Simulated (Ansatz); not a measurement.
## WC in Ansatz: the effect of functional

The system is WC.

```xyz
2
Lattice="0.0000 2.2357 2.2357 2.2357 0.0000 2.2357 2.2357 2.2357 0.0000" Properties=species:S:1:pos:R:3 pbc="T T T"
W     0.0000    0.0000    0.0000
C     2.2357    2.2357    2.2357
```

Measurements of this composition are mostly on another form, of space group No. 187.

The cell isn't the ideal one: volume scaled by 1.06.

Alike in all runs:

* Program: Ansatz 0.2.0
* Task: single point
* Potentials or basis: Ansatz PAW
* k mesh: 10 × 10 × 10
* Occupations: fermi-dirac, width 0.05 eV
* Spin: no spin polarisation

```tsv
functional	cutoff	pressure (GPa)
LDA	420 eV (not typed: the program's choice for these potentials)	-33.2
PBEsol	420 eV (not typed: the program's choice for these potentials)	-27.9
r2SCAN	500 eV (not typed: the program's choice for these potentials)	?
```

**Question.** What does the run with functional r2SCAN give?

**Answer.** Pressure -23.8 GPa.

Caveats: the PAW data sets come from PBE, with cores solved anew for the run's functional, which leaves a small shift of forces and pressure.

Runs at the PBE level aren't shown here.
